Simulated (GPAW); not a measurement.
Crystal: Zr.

```
CELL_PARAMETERS angstrom
3.23200 0.00000 0.00000
-1.61600 2.79899 0.00000
0.00000 0.00000 5.14700
ATOMIC_POSITIONS crystal
Zr 0.66667 0.33333 0.75000
Zr 0.33333 0.66667 0.25000
```

```yaml
Program: GPAW 26.7.0
Task: relaxation of cell and atoms
Functional: PBEsol
Dispersion: D3(BJ)+ATM
Potentials_or_basis: PAW data sets generated in the run's folder for this functional
Cutoff: 600 eV
Basis: pw
k_mesh: 8 × 8 × 5
Occupations: fermi-dirac, width 0.05 eV
Spin: no spin polarisation
```

At the start: pressure -6.9 GPa; volume 23.28 Å³/atom.

Question: How do energy, volume and symmetry change on relaxing?

Answer: Over 7 steps the energy falls by 37.9 meV/atom and the volume is 21.60 Å³/atom (-7.2 %); space group P6_3/mmc (No. 194, to 0.05 Å).

Step by step:
```tsv
step	energy change (eV)	largest force (eV/Å)	pressure (GPa)	volume (Å³)
1	0.0000	0.0000	-6.91	46.56
2	-0.0367	0.0000	-5.07	45.57
3	-0.0735	0.0000	0.28	43.11
4	-0.0740	0.0000	0.05	43.20
5	-0.0751	0.0000	-0.28	43.32
6	-0.0757	0.0000	-0.28	43.29
7	-0.0758	0.0000	-0.10	43.21
```

Final structure:
```
CELL_PARAMETERS angstrom
3.13189 0.00000 0.00000
-1.56594 2.71229 0.00000
0.00000 0.00000 5.08630
ATOMIC_POSITIONS crystal
Zr 0.66667 0.33333 0.75000
Zr 0.33333 0.66667 0.25000
```

Caveat: later steps reuse the first step's grids; pairwise dispersion overbinds metals, which lowers pressure and volume.
